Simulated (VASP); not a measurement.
# KF (Fm-3m) in VASP: a series of runs

One crystal, KF, is run at these levels: r2SCAN, HSE06; tasks: single point.

Everything below comes from runs of VASP 6.6.1. Logs are shortened: lines on timing, memory, paths and dates and some standing lists are left out, and cuts for length are marked.

## 1. The crystal as given

The structure is cubic, space group Fm-3m (No. 225). The conventional cell has a = 5.318 Å, b = 5.318 Å, c = 5.318 Å, α = 90.00°, β = 90.00°, γ = 90.00°. K (site symmetry m-3m) is surrounded by 6 F at 2.66 Å. F (site symmetry m-3m) is surrounded by 6 K at 2.66 Å.

The cell was built by a generator and needn't be a form met in nature.

## 2. Single point, r2SCAN

POSCAR

```
KF
1.0
    0.0000000000      2.6589605792      2.6589605792
    2.6589605792      0.0000000000      2.6589605792
    2.6589605792      2.6589605792      0.0000000000
K F
1 1
Direct
    0.0000000000      0.0000000000      0.0000000000
    0.5000000000      0.5000000000      0.5000000000
```

INCAR.step1

```
SYSTEM = KF
  PREC = Accurate
  ENCUT = 520
  ISMEAR = 0
  SIGMA = 0.01
  LREAL = .FALSE.
  LASPH = .TRUE.
  NELM = 80
  NBANDS = 15
  GGA = PE
  ALGO = Normal
  EDIFF = 1E-4
  LWAVE = .TRUE.
  LCHARG = .FALSE.
```

INCAR.step2

```
SYSTEM = KF
  PREC = Accurate
  ENCUT = 520
  EDIFF = 1E-6
  ISMEAR = 0
  SIGMA = 0.01
  LREAL = .FALSE.
  LASPH = .TRUE.
  NELM = 80
  ALGO = Normal
  ISIF = 2
  LWAVE = .FALSE.
  LCHARG = .FALSE.
  METAGGA = R2SCAN
  LMIXTAU = .TRUE.
  NBANDS = 15
  ISTART = 1
```

KPOINTS

```
regular mesh
0
G
  6 6 6
  0 0 0
```

Potentials or basis: VASP PAW PBE potentials, release 64 (K_sv, F).

Launch:

```
cat potpaw_PBE.64/K_sv/POTCAR potpaw_PBE.64/F/POTCAR > POTCAR
cp INCAR.step1 INCAR
mpirun -np 1 vasp_std > vasp.out
cp INCAR.step2 INCAR
mpirun -np 1 vasp_std > vasp.out
```

OUTCAR:

```text
SYSTEM = KF
   PREC = Accurate
   ENCUT = 520
   EDIFF = 1E-6
   ISMEAR = 0
   LREAL = .FALSE.
   LASPH = .TRUE.
   NELM = 80
   ISIF = 2
   METAGGA = R2SCAN
   ISTART = 1

 ion  position               nearest neighbor table
   1  0.000  0.000  0.000-   2 2.66   2 2.66   2 2.66   2 2.66   2 2.66   2 2.66
   2  0.500  0.500  0.500-   1 2.66   1 2.66   1 2.66   1 2.66   1 2.66   1 2.66

  LATTYP: Found a face centered cubic cell.
 ALAT       =     5.3179211584

  Lattice vectors:

 A1 = (   0.0000000000,   2.6589605792,   2.6589605792)
 A2 = (   2.6589605792,   0.0000000000,   2.6589605792)
 A3 = (   2.6589605792,   2.6589605792,   0.0000000000)

Analysis of symmetry for initial positions (statically):
=====================================================================
 Subroutine PRICEL returns:
 Original cell was already a primitive cell.

 Routine SETGRP: Setting up the symmetry group for a
 face centered cubic supercell.

 Subroutine GETGRP returns: Found 48 space group operations
 (whereof 48 operations were pure point group operations)
 out of a pool of 48 trial point group operations.

The static configuration has the point symmetry O_h .

Analysis of symmetry for dynamics (positions and initial velocities):
=====================================================================
 Subroutine PRICEL returns:
 Original cell was already a primitive cell.

 Routine SETGRP: Setting up the symmetry group for a
 face centered cubic supercell.

 Subroutine GETGRP returns: Found 48 space group operations
 (whereof 48 operations were pure point group operations)
 out of a pool of 48 trial point group operations.

The dynamic configuration has the point symmetry O_h .

 Subroutine INISYM returns: Found 48 space group operations
 (whereof 48 operations are pure point group operations),
 and found     1 'primitive' translations

----------------------------------------------------------------------------------------

                                     Primitive cell

  volume of cell :      37.5981

  direct lattice vectors                    reciprocal lattice vectors
     0.000000000  2.658960579  2.658960579    -0.188043405  0.188043405  0.188043405
     2.658960579  0.000000000  2.658960579     0.188043405 -0.188043405  0.188043405
     2.658960579  2.658960579  0.000000000     0.188043405  0.188043405 -0.188043405

  length of vectors
     3.760338113  3.760338113  3.760338113     0.325700731  0.325700731  0.325700731

  position of ions in fractional coordinates (direct lattice)
     0.000000000  0.000000000  0.000000000
     0.500000000  0.500000000  0.500000000

  ion indices of the primitive-cell ions
   primitive index   ion index
                 1           1
                 2           2

----------------------------------------------------------------------------------------

 KPOINTS: regular mesh

Automatic generation of k-mesh.
 Grid dimensions read from file:
 generate k-points for:    6    6    6

 Generating k-lattice:

  Cartesian coordinates                     Fractional coordinates (reciprocal lattice)
    -0.031340567  0.031340567  0.031340567     0.166666667  0.000000000  0.000000000
     0.031340567 -0.031340567  0.031340567     0.000000000  0.166666667  0.000000000
     0.031340567  0.031340567 -0.031340567     0.000000000  0.000000000  0.166666667

  Length of vectors
     0.054283455  0.054283455  0.054283455

  Shift w.r.t. Gamma in fractional coordinates (k-lattice)
     0.000000000  0.000000000  0.000000000

 Subroutine IBZKPT returns following result:
 ===========================================

 Found     16 irreducible k-points:

 Following reciprocal coordinates:
            Coordinates               Weight
  0.000000  0.000000  0.000000      1.000000
  0.166667  0.000000  0.000000      8.000000
  0.333333  0.000000  0.000000      8.000000
  0.500000  0.000000  0.000000      4.000000
  0.166667  0.166667  0.000000      6.000000
  0.333333  0.166667  0.000000     24.000000
[... 8 lines left out ...]
 -0.333333  0.333333  0.166667     24.000000
 -0.333333  0.500000  0.166667     12.000000
   k-points           NKPTS =     16   k-points in BZ     NKDIM =     16   number of bands    NBANDS=     15
   number of dos      NEDOS =    301   number of ions     NIONS =      2
   total plane-waves  NPLWV =  21952
   dimension x,y,z NGX =    28 NGY =   28 NGZ =   28
   dimension x,y,z NGXF=    56 NGYF=   56 NGZF=   56
   ions per type =               1   1
   NGX,Y,Z   is equivalent  to a cutoff of  12.38, 12.38, 12.38 a.u.
   NGXF,Y,Z  is equivalent  to a cutoff of  24.76, 24.76, 24.76 a.u.
 SYSTEM =  KF
   PREC   = accura    normal or accurate (medium, high low for compatibility)
   ISTART =      1    job   : 0-new  1-cont  2-samecut
   ICHARG =      0    charge: 1-file 2-atom 10-const
   ISPIN  =      1    spin polarized calculation?
   LNONCOLLINEAR =      F non collinear calculations
   LSORBIT =      F    spin-orbit coupling
   LASPH  =      T    aspherical Exc in radial PAW
   ENCUT  =  520.0 eV  38.22 Ry    6.18 a.u.   6.99  6.99  6.99*2*pi/ulx,y,z
   NELM   =     80;   NELMIN=  2; NELMDL=  0     # of ELM steps
   EDIFF  = 0.1E-05   stopping-criterion for ELM
   LREAL  =      F    real-space projection
   EDIFFG = 0.1E-04   stopping-criterion for IOM
   NSW    =      0    number of steps for IOM
   IBRION =     -1    ionic relax: 0-MD 1-quasi-New 2-CG
   NFREE  =      0    steps in history (QN), initial steepest desc. (CG)
   ISIF   =      2    stress and relaxation
   ISYM   =      2    0-nonsym 1-usesym 2-fastsym
   POTIM  = 0.5000    time-step for ionic-motion
   TEBEG  =    0.0;   TEEND  =   0.0 temperature during run
   PSTRESS=    0.0 pullay stress
   NELECT =      16.0000    total number of electrons
   NUPDOWN=      -1.0000    fix difference up-down
   EMIN   =  10.00;   EMAX   =-10.00  energy-range for DOS
   EFERMI =   0.00;   METHOD = LEGACY
   ISMEAR =     0;   SIGMA  =   0.01  broadening in eV -4-tet -1-fermi 0-gaus
   EFERMI_NEDOS =   21; number of points for ismear=-14 and -15
   IALGO  =     38    algorithm
   IMIX   =      4    mixing-type and parameters
     AMIX     =   0.40;   BMIX     =  1.00
     AMIX_MAG =   1.60;   BMIX_MAG =  1.00
  volume/ion in A,a.u.               =      18.80       126.86
  Fermi-wavevector in a.u.,A,eV,Ry     =   1.231382  2.326975 20.630548  1.516303
  Thomas-Fermi vector in A             =   2.366194
   LORBIT       =      0    0 simple, 1 ext, 2 COOP (PROOUT), +10 PAW based schemes
   METAGGA = R2SCAN    functional components
   LHFCALC =     F    Hartree Fock is set to
   AEXX    =    0.0000 exact exchange contribution
   IVDW    =     0    specifies the selected vdW correction
   LEPSILON=     F    determine dielectric tensor
   LRPA    =     F    only Hartree local field effects (RPA)
 non-spin polarized calculation
 Gauss-broadening in eV      SIGMA  =   0.01
  energy-cutoff  :      520.00
  volume of cell :       37.60
 maximum number of plane-waves:      1020
   NGX = 13   NGY = 13   NGZ = 13

 number of electron      16.0000010 magnetization

 Free energy of the ion-electron system (eV)
  ---------------------------------------------------
  ext. energy  EPLUGINS =         0.00000000
  ---------------------------------------------------
  free energy    TOTEN  =       -14.97291044 eV

  energy without entropy =      -14.97291044  energy(sigma->0) =      -14.97291044

 E-fermi :  -3.2235     XC(G=0):  -8.9718

 val. band max:       -3.3119919062   @ k =   0.0000   0.0000   0.0000
 cond. band min:       3.5957334003   @ k =   0.0000   0.0000   0.0000
 fundamental gap:      6.9077253064
 Fermi energy:        -3.2234944678

 k-point     1 :       0.0000    0.0000    0.0000
  band No.  band energies     occupation
      1     -30.3949      2.00000
      2     -23.1085      2.00000
      3     -12.8696      2.00000
      4     -12.8696      2.00000
      5     -12.8696      2.00000
      6      -3.3120      2.00000
      7      -3.3120      2.00000
      8      -3.3120      2.00000
      9       3.5957      0.00000
     10       8.1806      0.00000
     11       8.1806      0.00000
     12       8.1806      0.00000
     13      10.0620      0.00000
     14      10.0620      0.00000
     15      13.9772      0.00000

 k-point     2 :       0.1667    0.0000    0.0000
  band No.  band energies     occupation
      1     -30.3698      2.00000
      2     -23.1321      2.00000
      3     -12.9411      2.00000
      4     -12.8788      2.00000
      5     -12.8788      2.00000
      6      -3.5373      2.00000
      7      -3.4015      2.00000
      8      -3.4015      2.00000
      9       4.3469      0.00000
     10       7.7209      0.00000
     11       8.5595      0.00000
     12       8.5595      0.00000
     13      10.3295      0.00000
     14      10.3295      0.00000
     15      15.3237      0.00000

 k-point     3 :       0.3333    0.0000    0.0000
  band No.  band energies     occupation
      1     -30.3189      2.00000
      2     -23.1791      2.00000
      3     -13.0822      2.00000
      4     -12.8967      2.00000
      5     -12.8967      2.00000
      6      -3.9216      2.00000
      7      -3.5751      2.00000
      8      -3.5751      2.00000
      9       5.8886      0.00000
     10       7.4766      0.00000
     11       9.3337      0.00000
     12       9.3337      0.00000
     13      11.1778      0.00000
     14      11.1778      0.00000
     15      15.5884      0.00000

 k-point     4 :       0.5000    0.0000    0.0000
  band No.  band energies     occupation
      1     -30.2931      2.00000
      2     -23.2029      2.00000
      3     -13.1518      2.00000
      4     -12.9055      2.00000
      5     -12.9055      2.00000
      6      -4.0911      2.00000
      7      -3.6594      2.00000
      8      -3.6594      2.00000
      9       6.4276      0.00000
     10       8.0443      0.00000
     11       9.6814      0.00000
     12       9.6815      0.00000
     13      12.0689      0.00000
     14      12.0689      0.00000
     15      14.1067      0.00000
[... 163 lines left out ...]
 k-point    14 :       0.5000    0.3333    0.1667
  band No.  band energies     occupation
      1     -30.2905      2.00000
      2     -23.1671      2.00000
      3     -13.1722      2.00000
      4     -13.1147      2.00000
      5     -12.9516      2.00000
      6      -3.7986      2.00000
      7      -3.5803      2.00000
      8      -3.4175      2.00000
      9       6.5917      0.00000
     10       6.8528      0.00000
     11       9.3432      0.00000
     12      10.5397      0.00000
     13      11.0373      0.00000
     14      12.2150      0.00000
     15      14.2647      0.00000

 k-point    15 :      -0.3333    0.3333    0.1667
  band No.  band energies     occupation
      1     -30.2749      2.00000
      2     -23.1701      2.00000
      3     -13.2318      2.00000
      4     -13.1809      2.00000
      5     -12.9528      2.00000
      6      -3.7814      2.00000
      7      -3.5348      2.00000
      8      -3.5132      2.00000
      9       6.9108      0.00000
     10       7.2542      0.00000
     11       9.1356      0.00000
     12      10.8801      0.00000
     13      11.5506      0.00000
     14      12.9500      0.00000
     15      13.2644      0.00000

 k-point    16 :      -0.3333    0.5000    0.1667
  band No.  band energies     occupation
      1     -30.2697      2.00000
      2     -23.1528      2.00000
      3     -13.3570      2.00000
      4     -13.1781      2.00000
      5     -12.9908      2.00000
      6      -3.6264      2.00000
      7      -3.4930      2.00000
      8      -3.4221      2.00000
      9       6.2390      0.00000
     10       7.9986      0.00000
     11       8.6439      0.00000
     12      11.3085      0.00000
     13      11.9126      0.00000
     14      13.0453      0.00000
     15      13.0723      0.00000

------------------------ aborting loop because EDIFF is reached ----------------------------------------

  FORCE on cell =-STRESS in cart. coord.  units (eV):
  Direction    XX          YY          ZZ          XY          YZ          ZX
  --------------------------------------------------------------------------------------
  -------------------------------------------------------------------------------------
  Total       -0.0076873     -0.0076873     -0.0076873      0.0000000      0.0000000      0.0000000
  in kB       -0.3275830     -0.3275830     -0.3275830      0.0000000      0.0000000      0.0000000
  external PRESSURE =      -0.3275830 kB  Pullay stress =       0.0000000 kB

 VOLUME and BASIS-vectors are now :
 -----------------------------------------------------------------------------
  energy-cutoff  :      520.00
  volume of cell :       37.60
      direct lattice vectors                 reciprocal lattice vectors
     0.000000000  2.658960579  2.658960579    -0.188043405  0.188043405  0.188043405
     2.658960579  0.000000000  2.658960579     0.188043405 -0.188043405  0.188043405
     2.658960579  2.658960579  0.000000000     0.188043405  0.188043405 -0.188043405

 POSITION                                       TOTAL-FORCE (eV/Angst)
 -----------------------------------------------------------------------------------
      0.00000      0.00000      0.00000         0.000000      0.000000     -0.000000
      2.65896      2.65896      2.65896        -0.000000     -0.000000      0.000000
 -----------------------------------------------------------------------------------
    total drift:                                0.000000      0.000000      0.000000

  FREE ENERGIE OF THE ION-ELECTRON SYSTEM (eV)
  ---------------------------------------------------
  free  energy   TOTEN  =       -14.9729104414 eV

  energy  without entropy=      -14.9729104414  energy(sigma->0) =      -14.97291044
```

Wall time 62 s (1 thread of AMD EPYC 7R43 (Zen 3), shared host); peak memory 0.13 GiB.

What came out:

* Free energy: -14.9729 eV
* Pressure: 0.0 GPa
* Band gap on the k mesh: 6.91 eV, direct

Levels at points of the mesh, in eV from the valence-band top:
```tsv
k point	band 5	band 6	band 7	band 8	band 9	band 10	band 11	band 12
(0.00, 0.00, 0.00)	-9.56	0.00	0.00	0.00	6.91	11.49	11.49	11.49
(0.50, 0.00, 0.00)	-9.59	-0.78	-0.35	-0.35	9.74	11.36	12.99	12.99
(0.50, 0.50, 0.00)	-9.78	-0.20	-0.05	-0.05	8.78	11.31	12.54	14.71
```

Caveat: the PAW data sets were made with another functional, which shifts forces and pressure a little. r2SCAN opens gaps a little over a GGA but as a rule still falls short of measured ones.

## 3. Single point, HSE06

POSCAR is that of step 2.

INCAR.step1

```
SYSTEM = KF
  PREC = Accurate
  ENCUT = 520
  EDIFF = 1E-5
  ISMEAR = 0
  SIGMA = 0.01
  LREAL = .False.
  LASPH = .True.
  NELM = 80
  ALGO = Normal
  ISIF = 2
  LWAVE = .True.
  LCHARG = .False.
  GGA = PE
  NBANDS = 15
```

INCAR.step2

```
SYSTEM = KF
  PREC = Accurate
  ENCUT = 520
  EDIFF = 1E-6
  ISMEAR = 0
  SIGMA = 0.01
  LREAL = .False.
  LASPH = .True.
  NELM = 80
  ALGO = Normal
  ISIF = 2
  LWAVE = .False.
  LCHARG = .False.
  GGA = PE
  LHFCALC = .True.
  HFSCREEN = 0.2079
  PRECFOCK = Normal
  ISTART = 1
  NBANDS = 15
```

KPOINTS

```
Automatic mesh
0
Gamma
  4 4 4
  0 0 0
```

Potentials or basis: VASP PAW PBE potentials, release 64 (K_sv, F).

Launch:

```
cat potpaw_PBE.64/K_sv/POTCAR potpaw_PBE.64/F/POTCAR > POTCAR
cp INCAR.step1 INCAR
mpirun -np 1 vasp_std > vasp.out
cp INCAR.step2 INCAR
mpirun -np 1 vasp_std > vasp.out
```

Wall time 7.2 min (1 thread of AMD EPYC 7R43 (Zen 3), shared host); peak memory 0.24 GiB.

Results (log left out):

```
Free energy            : -9.9619 eV
Pressure               : 1.1 GPa
Band gap on the k mesh : 8.24 eV, direct
```

Levels at points of the mesh, in eV from the valence-band top:
| k point | band 6 | band 7 | band 8 | band 9 | band 10 | band 11 |
| --- | --- | --- | --- | --- | --- | --- |
| (0.00, 0.00, 0.00) | 0.00 | 0.00 | 0.00 | 8.24 | 13.06 | 13.06 |
| (0.50, 0.00, 0.00) | -0.80 | -0.36 | -0.36 | 11.27 | 12.78 | 14.62 |
| (0.50, 0.50, 0.00) | -0.19 | -0.05 | -0.05 | 10.33 | 12.71 | 14.05 |

Caveat: the k mesh is coarse (spacing up to 0.51 Å⁻¹), so the values aren't converged, least of all with exact exchange; the PAW data sets were made with another functional, which shifts forces and pressure a little.
